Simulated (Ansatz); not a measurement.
`BC=C` + `CC(=O)O` → `BOC(C)=O` + `C=C` at 600 K and 1 bar (ligand exchange at a B–C bond).

Program: Ansatz. Geometries: PBE0-D4/def2-TZVP. ΔE: electronic, gas phase. CCSD(T)/CBS is the MP2 limit (def2-TZVPP, def2-QZVPP) plus CCSD(T) − MP2 in def2-TZVPP, frozen cores. This one scheme is used for every species. One conformer a species, not always the lowest.

```
   species  CCSD(T)/CBS energy (Eh)  H − E (kJ/mol)  S (J/(mol·K))
    `BC=C`               -103.86193           203.8          322.8
 `CC(=O)O`               -228.87529           204.1          348.2
`BOC(C)=O`               -254.28820           245.3          397.9
     `C=C`                -78.48111           161.6          257.2
```

H − E and S are ideal-gas, rigid-rotor, harmonic terms from PBE0-D4/def2-TZVP, for one conformer and one mirror image of each species. 1 Eh = 2625.50 kJ/mol, R = 8.31446 J/(mol·K).

Task: By hand: ΔE, ΔH, ΔS and ΔG.

Result: ΔE = (-254.28820) + (-78.48111) − (-103.86193) − (-228.87529) = -0.03209 Eh = -84.3 kJ/mol. Δ(H − E) = 245.3 + 161.6 − 203.8 − 204.1 = -1.0, so ΔH = -85.3 kJ/mol. ΔS = 397.9 + 257.2 − 322.8 − 348.2 = -15.9 J/(mol·K). ΔG = -85.3 − 600 × (-15.9)/1000 = -75.8 kJ/mol.

Task: By hand: the equilibrium constant, and the temperature at which ΔG would vanish if ΔH and ΔS stayed fixed.

Result: log₁₀ K = −ΔG/(RT ln 10) = 6.6. ΔG = 0 at ΔH/ΔS = 5365 K, far beyond where these terms or the molecules hold.

ΔH outweighs TΔS. A doubt of 5 kJ/mol in ΔE shifts log₁₀ K by 0.4 here. Other conformers and mirror images would add mixing entropy, several J/(mol·K) or more a flexible species. These are equilibria of isolated gas molecules and say nothing of rates. Largest T1 diagnostic: 0.015 (customary marks: 0.02 for closed shells, 0.045 for open ones).
